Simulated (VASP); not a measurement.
# Be: molecular dynamics of the melt

Be, Im-3m (no. 229), 36 atoms in the cell. PBE, molecular dynamics; PAW potentials Be (PBE set).

Ensemble: NVT; Target temperature (K): 2110; Tags of the pair correlation: defaults; Volume scaled by: 1.08.

## Input

INCAR.step1:
```
ALGO     = Fast           # electronic algorithm
EDIFF    = 1E-5           # SCF threshold, eV
ENCUT    = 250            # plane-wave cutoff, eV
GGA      = PE             # functional
IBRION   = 0              # ionic algorithm
ISIF     = 2              # what is computed and relaxed
ISMEAR   = -1             # smearing method
ISYM     = 0            
KPAR     = 2            
LASPH    = T              # aspherical terms in the spheres
LCHARG   = F              # write CHGCAR
LREAL    = Auto         
LWAVE    = F              # write WAVECAR
MDALGO   = 0            
NBLOCK   = 5            
NCORE    = 2            
NELM     = 60             # most SCF steps
NELMIN   = 4            
NSW      = 150            # ionic steps
POTIM    = 1.0            # step
PREC     = Normal         # precision mode
RANDOM_SEED= 761275 0 0   
SIGMA    = 0.182          # smearing width, eV
SMASS    = -1           
TEBEG    = 3060         
TEEND    = 3060          
```

INCAR.step2, as INCAR.step1 but for:
```
- NSW = 150
- TEEND = 3060
+ NSW = 100
+ TEEND = 2110
```

INCAR.step3, as INCAR.step2 but for:
```
- MDALGO = 0
- NBLOCK = 5
- NSW = 100
- SMASS = -1
- TEBEG = 3060
+ MDALGO = 2
+ NSW = 400
+ SMASS = 0
+ TEBEG = 2110
```

KPOINTS:
```
k-points
0
Monkhorst-Pack
  2 2 1
```

POSCAR.step1:
```
Be
1.0
   -3.8570520330      3.8570520330      3.8570520330
    3.8570520330     -3.8570520330      3.8570520330
    5.1427360440      5.1427360440     -5.1427360440
Be
36
Direct
    0.0000000000      0.0000000000      0.0000000000
    0.0000000000      0.0000000000      0.2500000000
    0.0000000000      0.0000000000      0.5000000000
    0.0000000000      0.0000000000      0.7500000000
    0.0000000000      0.3333333333      0.0000000000
    0.0000000000      0.3333333333      0.2500000000
    0.0000000000      0.3333333333      0.5000000000
    0.0000000000      0.3333333333      0.7500000000
    0.0000000000      0.6666666667      0.0000000000
    0.0000000000      0.6666666667      0.2500000000
    0.0000000000      0.6666666667      0.5000000000
    0.0000000000      0.6666666667      0.7500000000
    0.3333333333      0.0000000000      0.0000000000
    0.3333333333      0.0000000000      0.2500000000
    0.3333333333      0.0000000000      0.5000000000
    0.3333333333      0.0000000000      0.7500000000
    0.3333333333      0.3333333333      0.0000000000
    0.3333333333      0.3333333333      0.2500000000
    0.3333333333      0.3333333333      0.5000000000
    0.3333333333      0.3333333333      0.7500000000
    0.3333333333      0.6666666667      0.0000000000
    0.3333333333      0.6666666667      0.2500000000
    0.3333333333      0.6666666667      0.5000000000
    0.3333333333      0.6666666667      0.7500000000
    0.6666666667      0.0000000000      0.0000000000
    0.6666666667      0.0000000000      0.2500000000
    0.6666666667      0.0000000000      0.5000000000
    0.6666666667      0.0000000000      0.7500000000
    0.6666666667      0.3333333333      0.0000000000
    0.6666666667      0.3333333333      0.2500000000
    0.6666666667      0.3333333333      0.5000000000
    0.6666666667      0.3333333333      0.7500000000
    0.6666666667      0.6666666667      0.0000000000
    0.6666666667      0.6666666667      0.2500000000
    0.6666666667      0.6666666667      0.5000000000
    0.6666666667      0.6666666667      0.7500000000
```

Commands (each step's output is kept before the next begins):
```
cat potpaw_PBE.64/Be/POTCAR > POTCAR
cp INCAR.step1 INCAR
cp POSCAR.step1 POSCAR
mpirun -np 4 vasp_std > vasp.out
cp CONTCAR POSCAR
cp INCAR.step2 INCAR
mpirun -np 4 vasp_std > vasp.out
cp CONTCAR POSCAR
cp INCAR.step3 INCAR
mpirun -np 4 vasp_std > vasp.out
```

## Result

- First-shell coordination: Be-Be 13.2
- Mean pressure (GPa): 12.36
- Mean temperature (K): 2113
- Rise of the mean potential energy above the start (meV/atom): -2.8
- Electronic steps per ionic step after the first: 4.0

Course of the run:

| Time (fs) | Temperature (K) | Potential energy less the first (meV/atom) |
|---|---|---|
| 1 | 2514 | 0.0 |
| 31 | 1913 | 1.6 |
| 61 | 2285 | -43.6 |
| 92 | 2215 | 8.8 |
| 125 | 1740 | 34.3 |
| 155 | 2435 | 78.4 |
| 185 | 2160 | -20.8 |
| 216 | 1964 | 6.7 |
| 246 | 1763 | -43.2 |
| 276 | 2686 | -53.4 |
| 309 | 2064 | -48.8 |
| 340 | 2507 | -2.8 |
| 370 | 2035 | -14.7 |
| 400 | 1741 | -11.2 |

First peak of the pair correlation:

| Pair | Distance (Å) | Height | First minimum (Å) | Coordination |
|---|---|---|---|---|
| Be-Be | 2.14 | 2.34 | 3.05 | 13.2 |

Mean square displacement (Å²):

| Time (fs) | Be |
|---|---|
| 1 | 0.00 |
| 18 | 0.14 |
| 36 | 0.33 |
| 53 | 0.45 |
| 70 | 0.57 |
| 88 | 0.70 |
| 105 | 0.84 |
| 122 | 0.97 |
| 140 | 1.10 |
| 157 | 1.20 |

REPORT:
```
MDALGO =   2
               SCALING =       0
                 CNEXP =     9.000   14.000
           RANDOM_SEED =            761275                0                0

   original number of atomic DOF:        105
   number of independent constraints:      0
   number of active DOF:                 105

========================================
         MD step No.       1
========================================

  >Energies
                    E_tot             E_pot             E_kin               EPS                ES
   e_b>   -0.89449634E+02   -0.11991332E+03    0.11371864E+02    0.00000000E+00    0.19091818E+02

  >Temperature
               T_sim     T_inst
   tmprt>   2110.000   2513.604

  >Thermostat:
           s(n+1) sdot(n+1)      s(n)   sdot(n)        Qs
   s_b>   1.00121   0.00242   1.00000   0.00000   0.33455

           RANDOM_SEED =            761275                0                0

[... steps left out ...]

========================================
         MD step No.     400
========================================

  >Energies
                    E_tot             E_pot             E_kin               EPS                ES
   e_b>   -0.89520942E+02   -0.12031563E+03    0.78766343E+01    0.26866173E-01    0.22891185E+02

  >Temperature
               T_sim     T_inst
   tmprt>   2110.000   1741.028

  >Thermostat:
           s(n+1) sdot(n+1)      s(n)   sdot(n)        Qs
   s_b>   1.20383   0.00376   1.19900   0.00589   0.33455

           RANDOM_SEED =            761275                0                0
```

REPORT.step1:
```
RANDOM_SEED =            761275                0                0

           RANDOM_SEED =            761275                0                0

           RANDOM_SEED =            761275                0                0

           RANDOM_SEED =            761275                0                0

           RANDOM_SEED =            761275                0                0

           RANDOM_SEED =            761275                0                0

           RANDOM_SEED =            761275                0                0

           RANDOM_SEED =            761275                0                0

           RANDOM_SEED =            761275                0                0

           RANDOM_SEED =            761275                0                0

           RANDOM_SEED =            761275                0                0

           RANDOM_SEED =            761275                0                0

           RANDOM_SEED =            761275                0                0

           RANDOM_SEED =            761275                0                0

           RANDOM_SEED =            761275                0                0

[... 9 lines left out ...]

           RANDOM_SEED =            761275                0                0

           RANDOM_SEED =            761275                0                0

           RANDOM_SEED =            761275                0                0

           RANDOM_SEED =            761275                0                0

           RANDOM_SEED =            761275                0                0

           RANDOM_SEED =            761275                0                0

           RANDOM_SEED =            761275                0                0

           RANDOM_SEED =            761275                0                0

           RANDOM_SEED =            761275                0                0

           RANDOM_SEED =            761275                0                0

           RANDOM_SEED =            761275                0                0
```

REPORT.step2:
```
RANDOM_SEED =            761275                0                0

           RANDOM_SEED =            761275                0                0

           RANDOM_SEED =            761275                0                0

           RANDOM_SEED =            761275                0                0

           RANDOM_SEED =            761275                0                0

           RANDOM_SEED =            761275                0                0

           RANDOM_SEED =            761275                0                0

           RANDOM_SEED =            761275                0                0

           RANDOM_SEED =            761275                0                0

           RANDOM_SEED =            761275                0                0

           RANDOM_SEED =            761275                0                0

           RANDOM_SEED =            761275                0                0

           RANDOM_SEED =            761275                0                0

           RANDOM_SEED =            761275                0                0

           RANDOM_SEED =            761275                0                0

           RANDOM_SEED =            761275                0                0

           RANDOM_SEED =            761275                0                0

           RANDOM_SEED =            761275                0                0

           RANDOM_SEED =            761275                0                0

           RANDOM_SEED =            761275                0                0

           RANDOM_SEED =            761275                0                0
```

OSZICAR:
```
N       E                     dE             d eps       ncg     rms          rms(c)
DAV:   1     0.279679804997E+02    0.27968E+02   -0.17909E+04   220   0.623E+02
DAV:   2    -0.119651706023E+03   -0.14762E+03   -0.13966E+03   258   0.125E+02
DAV:   3    -0.127204029046E+03   -0.75523E+01   -0.73658E+01   288   0.263E+01
DAV:   4    -0.127296077109E+03   -0.92048E-01   -0.91566E-01   272   0.272E+00
DAV:   5    -0.127297230116E+03   -0.11530E-02   -0.11525E-02   280   0.294E-01    0.961E+00
RMM:   6    -0.120785823211E+03    0.65114E+01   -0.96597E+00   220   0.679E+00    0.457E+00
RMM:   7    -0.120014792661E+03    0.77103E+00   -0.35415E+00   220   0.418E+00    0.177E+00
RMM:   8    -0.119922088542E+03    0.92704E-01   -0.23753E-01   220   0.142E+00    0.638E-01
RMM:   9    -0.119913438595E+03    0.86499E-02   -0.63526E-02   229   0.591E-01    0.140E-01
RMM:  10    -0.119913246797E+03    0.19180E-03   -0.82796E-03   221   0.248E-01    0.629E-02
RMM:  11    -0.119913299455E+03   -0.52658E-04   -0.15233E-03   223   0.961E-02    0.190E-02
RMM:  12    -0.119913311221E+03   -0.11766E-04   -0.24178E-04   228   0.378E-02    0.814E-03
[... left out ...]
    389 T=  2275. E= -.89521086E+02 F= -.11989358E+03 E0= -.11954667E+03  EK= 0.10294E+02 SP= 0.20E+02 SK= 0.23E+00
    399 T=  1747. E= -.89520900E+02 F= -.12023139E+03 E0= -.11988590E+03  EK= 0.79023E+01 SP= 0.23E+02 SK= 0.50E-01
[... last step whole ...]
       N       E                     dE             d eps       ncg     rms          rms(c)
DAV:   1    -0.120315382545E+03   -0.83989E-01   -0.48785E-02   344   0.103E+00    0.117E-02
RMM:   2    -0.120315620231E+03   -0.23769E-03   -0.23964E-03   220   0.189E-01    0.142E-02
RMM:   3    -0.120315629708E+03   -0.94770E-05   -0.10982E-04   211   0.381E-02    0.128E-02
RMM:   4    -0.120315627595E+03    0.21129E-05   -0.17020E-05   159   0.124E-02
    400 T=  1741. E= -.89520942E+02 F= -.12031563E+03 E0= -.11997324E+03  EK= 0.78766E+01 SP= 0.23E+02 SK= 0.27E-01
```

OSZICAR.step1:
```
N       E                     dE             d eps       ncg     rms          rms(c)
DAV:   1     0.127655914934E+02    0.12766E+02   -0.17648E+04   220   0.623E+02
DAV:   2    -0.125540506298E+03   -0.13831E+03   -0.13163E+03   288   0.119E+02
DAV:   3    -0.132038619363E+03   -0.64981E+01   -0.61589E+01   288   0.233E+01
DAV:   4    -0.132131635649E+03   -0.93016E-01   -0.90871E-01   272   0.262E+00
DAV:   5    -0.132132859691E+03   -0.12240E-02   -0.12215E-02   296   0.214E-01    0.428E+00
RMM:   6    -0.131554068754E+03    0.57879E+00   -0.43458E-02   220   0.119E+00    0.260E+00
RMM:   7    -0.131305718704E+03    0.24835E+00   -0.54879E-02   220   0.123E+00    0.959E-02
RMM:   8    -0.131305553766E+03    0.16494E-03   -0.28610E-03   220   0.273E-01    0.345E-02
RMM:   9    -0.131305603007E+03   -0.49241E-04   -0.21320E-04   218   0.426E-02    0.673E-03
RMM:  10    -0.131305582230E+03    0.20777E-04   -0.36012E-05   167   0.130E-02    0.342E-03
RMM:  11    -0.131305578484E+03    0.37463E-05   -0.27515E-06   106   0.443E-03
      1 T=  3060. E= -.11746175E+03 F= -.13130558E+03 E0= -.13054309E+03  EK= 0.13844E+02 SP= 0.00E+00 SK= 0.00E+00
[... left out ...]
    145 T=  3089. E= -.10070118E+03 F= -.11467732E+03 E0= -.11430807E+03  EK= 0.13976E+02 SP= 0.00E+00 SK= 0.00E+00
    149 T=  3187. E= -.10103915E+03 F= -.11545737E+03 E0= -.11509166E+03  EK= 0.14418E+02 SP= 0.00E+00 SK= 0.00E+00
[... last step whole ...]
       N       E                     dE             d eps       ncg     rms          rms(c)
DAV:   1    -0.115565991636E+03   -0.10863E+00   -0.70633E-02   312   0.124E+00    0.253E-02
RMM:   2    -0.115566585013E+03   -0.59338E-03   -0.60088E-03   220   0.308E-01    0.247E-02
RMM:   3    -0.115566614420E+03   -0.29406E-04   -0.31027E-04   222   0.645E-02    0.196E-02
RMM:   4    -0.115566614580E+03   -0.16003E-06   -0.49864E-05   195   0.214E-02
    150 T=  3211. E= -.10103973E+03 F= -.11556661E+03 E0= -.11520181E+03  EK= 0.14527E+02 SP= 0.00E+00 SK= 0.00E+00
```

OSZICAR.step2:
```
N       E                     dE             d eps       ncg     rms          rms(c)
DAV:   1     0.320113447651E+02    0.32011E+02   -0.18010E+04   220   0.624E+02
DAV:   2    -0.117250450136E+03   -0.14926E+03   -0.14100E+03   273   0.126E+02
DAV:   3    -0.124394310108E+03   -0.71439E+01   -0.69966E+01   264   0.262E+01
DAV:   4    -0.124485300809E+03   -0.90991E-01   -0.90476E-01   272   0.290E+00
DAV:   5    -0.124486535030E+03   -0.12342E-02   -0.12327E-02   272   0.273E-01    0.104E+01
RMM:   6    -0.116446799793E+03    0.80397E+01   -0.13330E+01   220   0.758E+00    0.472E+00
RMM:   7    -0.115737487266E+03    0.70931E+00   -0.44438E+00   220   0.453E+00    0.194E+00
RMM:   8    -0.115633830308E+03    0.10366E+00   -0.26366E-01   221   0.153E+00    0.901E-01
RMM:   9    -0.115617275854E+03    0.16554E-01   -0.77743E-02   225   0.666E-01    0.196E-01
RMM:  10    -0.115617464787E+03   -0.18893E-03   -0.16573E-02   226   0.292E-01    0.955E-02
RMM:  11    -0.115617228077E+03    0.23671E-03   -0.23147E-03   223   0.121E-01    0.267E-02
RMM:  12    -0.115617270432E+03   -0.42356E-04   -0.58044E-04   229   0.501E-02    0.922E-03
[... left out ...]
     97 T=  2250. E= -.10853087E+03 F= -.11871020E+03 E0= -.11842768E+03  EK= 0.10179E+02 SP= 0.00E+00 SK= 0.00E+00
     99 T=  2426. E= -.10853724E+03 F= -.11951417E+03 E0= -.11923913E+03  EK= 0.10977E+02 SP= 0.00E+00 SK= 0.00E+00
[... last step whole ...]
       N       E                     dE             d eps       ncg     rms          rms(c)
DAV:   1    -0.119782207873E+03   -0.26803E+00   -0.69211E-02   336   0.130E+00    0.149E-02
RMM:   2    -0.119782571654E+03   -0.36378E-03   -0.36593E-03   220   0.244E-01    0.157E-02
RMM:   3    -0.119782589770E+03   -0.18116E-04   -0.17910E-04   219   0.516E-02    0.126E-02
RMM:   4    -0.119782590550E+03   -0.78001E-06   -0.27099E-05   172   0.165E-02
    100 T=  2485. E= -.10853986E+03 F= -.11978259E+03 E0= -.11950972E+03  EK= 0.11243E+02 SP= 0.00E+00 SK= 0.00E+00
```

Limits: 400 fs of 36 atoms are too short for converged averages; the cutoff is near the potentials' default, so the pressure holds a basis-set error of some GPa; the cell is only 5.5 Å across, so each atom moves in step with near copies of itself.

VASP 6.6.1 took 1684 s on 4 cores (Intel Xeon Platinum 8488C (Sapphire Rapids)), a shared host.
